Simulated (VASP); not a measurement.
# ZnS: convergence, band structure

ZnS, F-43m (no. 216), 2 atoms in the cell. R2SCAN; PAW potentials Zn, S (PBE set). VASP 6.6.1.

Wanted: band energies at the path's corners within 0.006 eV; smallest gap over path and mesh within 0.003 eV.

What the run is for: bands; Accuracy asked: tight; Route: KPOINTS_OPT.

Band energies at the path's corners: counted from the valence top.

POSCAR:
```
ZnS
1.0
    0.0000000000      2.7020000000      2.7020000000
    2.7020000000      0.0000000000      2.7020000000
    2.7020000000      2.7020000000      0.0000000000
Zn S
1 1
Direct
    0.7500000000      0.7500000000      0.7500000000
    0.0000000000      0.0000000000      0.0000000000
```

The series start from Plane-wave cutoff (eV): 320; k-point mesh: 6 × 6 × 6; k points a path segment: 12; Electronic threshold (eV): 1e-6; Precision mode (PREC): Accurate; Bands in all (NBANDS): 21; Aspherical gradient terms in the spheres (LASPH): yes. Each series keeps the choices made before it, and each single choice may use up half of a tolerance.

## Plane-wave cutoff (eV)

| Plane-wave cutoff (eV) | Band energies at the path's corners, largest deviation (eV) | Smallest gap over path and mesh (eV) | Time (s) |
|---|---|---|---|
| 220 | 0.1053 | 2.6967 | 32 |
| 280 | 0.0138 | 2.6646 | 43 |
| 320 | 0.0074 | 2.6668 | 38 |
| 360 | 0.0044 | 2.6703 | 56 |
| 440 | 0.0011 | 2.6736 | 106 |
| 550 (reference) | 0.0000 | 2.6742 | 130 |

Chosen: 440, the loosest value from which every tighter one stays within half of the tolerance.

## k-point mesh

| k-point mesh | Band energies at the path's corners, largest deviation (eV) | Smallest gap over path and mesh (eV) | Time (s) |
|---|---|---|---|
| 3 × 3 × 3 | 0.0611 | 2.6426 | 70 |
| 4 × 4 × 4 | 0.0169 | 2.6656 | 71 |
| 5 × 5 × 5 | 0.0050 | 2.6718 | 79 |
| 6 × 6 × 6 | 0.0016 | 2.6736 | 106 |
| 7 × 7 × 7 | 0.0005 | 2.6741 | 92 |
| 9 × 9 × 9 (reference) | 0.0000 | 2.6745 | 102 |

Chosen: 6 × 6 × 6.

## Electronic threshold (eV)

| Electronic threshold (eV) | Band energies at the path's corners, largest deviation (eV) | Smallest gap over path and mesh (eV) | Time (s) |
|---|---|---|---|
| 0.001 | 0.0011 | 2.6743 | 48 |
| 0.0001 | 0.0010 | 2.6743 | 45 |
| 1e-5 | 0.0001 | 2.6736 | 47 |
| 1e-6 | 0.0000 | 2.6736 | 51 |
| 1e-7 (reference) | 0.0000 | 2.6736 | 53 |

Chosen: 0.001.

## Precision mode (PREC)

| Precision mode (PREC) | Band energies at the path's corners, largest deviation (eV) | Smallest gap over path and mesh (eV) | Time (s) |
|---|---|---|---|
| SingleN | 0.0045 | 2.6780 | 20 |
| Normal | 0.0017 | 2.6754 | 20 |
| Accurate (reference) | 0.0000 | 2.6743 | 48 |

Chosen: Normal.

## Bands in all (NBANDS)

| Bands in all (NBANDS) | Band energies at the path's corners, largest deviation (eV) | Smallest gap over path and mesh (eV) | Time (s) |
|---|---|---|---|
| 11 | 0.0019 | 2.6728 | 13 |
| 12 | 0.0010 | 2.6736 | 14 |
| 13 | 0.0010 | 2.6740 | 15 |
| 15 | 0.0012 | 2.6741 | 18 |
| 21 | 0.0005 | 2.6754 | 20 |
| 31 (reference) | 0.0000 | 2.6752 | 32 |

Chosen: 13.

## Aspherical gradient terms in the spheres (LASPH)

| Aspherical gradient terms in the spheres (LASPH) | Band energies at the path's corners, largest deviation (eV) | Smallest gap over path and mesh (eV) | Time (s) |
|---|---|---|---|
| no | 0.0097 | 2.6689 | 13 |
| yes (reference) | 0.0000 | 2.6740 | 15 |

Chosen: yes; the one before it in the list is off by more than half of the tolerance.

Also changed on the way, by series that aren't shown: k points a path segment: 5.

## All choices together

| Input | Band energies at the path's corners, largest deviation (eV) | Smallest gap over path and mesh (eV) | Time (s) |
|---|---|---|---|
| the program's defaults (naive) | 0.0155 | 2.6553 | 8.8 |
| chosen settings | 0.0019 | 2.6740 | 15 |
| reference settings throughout | 0.0000 | 2.6748 | 603 |

The tolerance is met.

## The input

INCAR:
```
SYSTEM = ZnS
METAGGA = R2SCAN
ISMEAR = 0
SIGMA = 0.03
LWAVE = .FALSE.
LCHARG = .FALSE.
NBANDS = 13
PREC = Normal
LASPH = .TRUE.
LREAL = .FALSE.
ALGO = Normal
EDIFF = 0.001
NELM = 120
GGA_COMPAT = .FALSE.
ENCUT = 440
EFERMI = MIDGAP
LMIXTAU = .TRUE.
```

KPOINTS:
```
Automatic mesh
0
Gamma
  6 6 6
  0 0 0
```

KPOINTS_OPT:
```
path GXWKGLUWLK,UX
5
line-mode
reciprocal
 0.0000000000  0.0000000000  0.0000000000  G
 0.5000000000  0.0000000000  0.5000000000  X

 0.5000000000  0.0000000000  0.5000000000  X
 0.5000000000  0.2500000000  0.7500000000  W

 0.5000000000  0.2500000000  0.7500000000  W
 0.3750000000  0.3750000000  0.7500000000  K

 0.3750000000  0.3750000000  0.7500000000  K
 0.0000000000  0.0000000000  0.0000000000  G

 0.0000000000  0.0000000000  0.0000000000  G
 0.5000000000  0.5000000000  0.5000000000  L

 0.5000000000  0.5000000000  0.5000000000  L
 0.6250000000  0.2500000000  0.6250000000  U

 0.6250000000  0.2500000000  0.6250000000  U
 0.5000000000  0.2500000000  0.7500000000  W

 0.5000000000  0.2500000000  0.7500000000  W
 0.5000000000  0.5000000000  0.5000000000  L

 0.5000000000  0.5000000000  0.5000000000  L
 0.3750000000  0.3750000000  0.7500000000  K

 0.6250000000  0.2500000000  0.6250000000  U
 0.5000000000  0.0000000000  0.5000000000  X
```

Commands:
```
cat potpaw_PBE.64/Zn/POTCAR potpaw_PBE.64/S/POTCAR > POTCAR
mpirun -np 1 vasp_std > vasp.out
```

Limits: r2SCAN gaps are mostly well below measured ones.

The chosen input took VASP 6.6.1 15 s on 1 core (Intel Xeon 6975P-C (Granite Rapids)), a shared host.

## An input that fails: fixed density asked without a density file

VASP's message: ERROR: charge density could not be read from file CHGCAR for ICHARG>10.

Changes against the starting input:
```
- NELM = 120
+ NELM = 53
+ ICHARG = 11
```
